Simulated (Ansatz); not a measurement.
A plane-wave DFT run in Ansatz 0.2.0 (scalar-relativistic PAW potentials unless the input names others): input and command.

```yaml
crystal:
  lattice:
    - [1.7834, -1.7834, 0.0]
    - [1.7834, 0.0, -1.7834]
    - [8.0253, 6.68775, 6.68775]
  atoms:
    - { symbol: C, position: [0.59895, 0.59895, 0.2708666667] }
    - { symbol: C, position: [-0.02605, -0.02605, 0.1042] }
    - { symbol: C, position: [0.22395, 0.22395, 0.4375333333] }
    - { symbol: C, position: [0.47395, 0.47395, 0.7708666667] }
    - { symbol: C, position: [0.84895, 0.84895, 0.6042] }
    - { symbol: C, position: [0.09895, 0.09895, 0.9375333333] }
    - { symbol: C, position: [0.5677, 0.5677, 0.3958666667] }
    - { symbol: C, position: [0.9427, 0.9427, 0.2292] }
    - { symbol: C, position: [0.1927, 0.1927, 0.5625333333] }
    - { symbol: C, position: [0.4427, 0.4427, 0.8958666667] }
    - { symbol: C, position: [-0.1823, -0.1823, 0.7292] }
    - { symbol: C, position: [0.3177, 0.3177, 0.0625333333] }
kpoints:
  mp_grid: { grid: [10, 10, 2] }
hamiltonian:
  xc: lda
scf:
  occupations: { method: gaussian, width: 0.05 }
  mixing: { algorithm: msr1, beta: 0.3, ndim: 2 }
output:
  forces: true
  eigenvalues: true
  stress: true
accuracy: medium
```

```bash
ansatz run input.yaml --threads 2 --pin off --max-ram 5120MiB --backend cpu --events-out ev --progress --plain --runs-dir out
```

Abridged log:
```
Basis set: ecut = 420 eV, 1343 PW (Γ)
Bands: 36, of which v1, the nominal top of the filled ones, is band 24 counted from 1 (23 counted from 0)
Symmetry: 4 space group operations
k-points: 62 of 200
SCF iter   1: F=—  HF=-2911.460067 eV  |F-HF|=—  |Δ(HF+E_count)|=         —  Δρ=1.21e-2  dr2=7.62e-2  ethr=1.77e-3  ⟨swp⟩=6.0  Hψ=10038  notcnv=0  defer=144
SCF iter   2: F=—  HF=-2911.446707 eV  |F-HF|=—  |Δ(HF+E_count)|=   1.34e-2  Δρ=8.32e-3  dr2=3.06e-2  ethr=1.59e-4  ⟨swp⟩=1.1  Hψ=2736  notcnv=0  defer=266
SCF iter   3: F=—  HF=-2911.437955 eV  |F-HF|=—  |Δ(HF+E_count)|=   8.75e-3  Δρ=1.68e-3  dr2=8.65e-4  ethr=6.37e-5  ⟨swp⟩=2.3  Hψ=3021  notcnv=0  defer=101
automatic band count: iteration 3 solves 33 bands in place of 36: the levels show a gap, and the empty bands left out lie too high to hold charge; the band table lists the bands solved (type scf.n_extra_bands for more)
SCF iter   4: F=—  HF=-2911.437778 eV  |F-HF|=—  |Δ(HF+E_count)|=   1.77e-4  Δρ=3.75e-4  dr2=5.83e-5  ethr=1.80e-6  ⟨swp⟩=2.4  Hψ=3267  notcnv=0  defer=101
SCF iter   5: F=—  HF=-2911.437772 eV  |F-HF|=—  |Δ(HF+E_count)|=   6.12e-6  Δρ=7.26e-5  dr2=2.25e-6  ethr=1.22e-7  ⟨swp⟩=2.1  Hψ=3469  notcnv=0  defer=199
SCF iter   6: F=—  HF=-2911.437772 eV  |F-HF|=—  |Δ(HF+E_count)|=   5.91e-8  Δρ=1.63e-5  dr2=1.20e-7  ethr=4.69e-9  ⟨swp⟩=2.7  Hψ=3447  notcnv=0  defer=199
SCF iter   7: F=-2911.437772 eV  HF=-2911.437772 eV  |F-HF|=2.76e-8  |Δ(HF+E_count)|=   1.51e-9  Δρ=7.30e-6  dr2=3.63e-8  ethr=2.08e-10  ⟨swp⟩=9.9  Hψ=8155  notcnv=0
SCF 1 converged in 7 iterations: F = -2911.437772 eV  dr2 = 3.63e-8
SCF converged after 7 iterations
Free energy (F): -2911.437772 eV
Harris-Foulkes:  -2911.437772 eV  (|F-HF|=2.76e-8)
Internal energy: -2911.437772 eV  (E = F + TS)
E sigma→0 (E₀):  -2911.437772 eV
Fermi energy:    14.166096 eV
--- Forces (eV/Å), atoms counted from 1 ---
  atom   1  C     -0.02435293    -0.01897722    -0.01897722
  atom   2  C     -0.16840531     0.47383407     0.47383407
  atom   3  C      0.00544253    -0.00681249    -0.00681249
  atom   4  C      0.24274525    -0.60291836    -0.60291836
  atom   5  C      0.04793451    -0.04316064    -0.04316064
  atom   6  C      1.97065617    -4.00562064    -4.00562064
  atom   7  C     -0.04793451     0.04316064     0.04316064
  atom   8  C     -0.24274525     0.60291836     0.60291836
  atom   9  C     -0.00544253     0.00681249     0.00681249
  atom  10  C      0.16840531    -0.47383407    -0.47383407
  atom  11  C      0.02435293     0.01897722     0.01897722
  atom  12  C     -1.97065617     4.00562064     4.00562064
--- Stress (GPa, compression-positive) ---
      -41.646652       2.819915       2.819915
        2.819916       7.997412      21.625432
        2.819916      21.625432       7.997412
  P = ⅓ Tr σ = -8.5506 GPa (-85.506 kbar)
```

Apart from outputs and empty bands, the input differs from a reference run on usual settings in scf.mixing.algorithm: not typed → "msr1"; scf.mixing.beta: not typed → 0.3; scf.mixing.ndim: not typed → 2; accuracy: not typed → "medium"; basis.ecutwfc: 420 → not typed. The reference, at the same geometry (not necessarily relaxed), gave pressure -8.55 GPa, largest force 5.998 eV/Å, gap on the mesh 0.74 eV. This run converged in 7 SCF iterations (reference: 6) with an energy at zero smearing within 0.01 meV/atom of the reference's, pressure -8.55 GPa, largest force 5.998 eV/Å, gap on the mesh 0.74 eV.

It took 2 s on 2 threads of Intel(R) Xeon(R) 6975P-C (Granite Rapids), on a shared host, peak memory 0.44 GiB.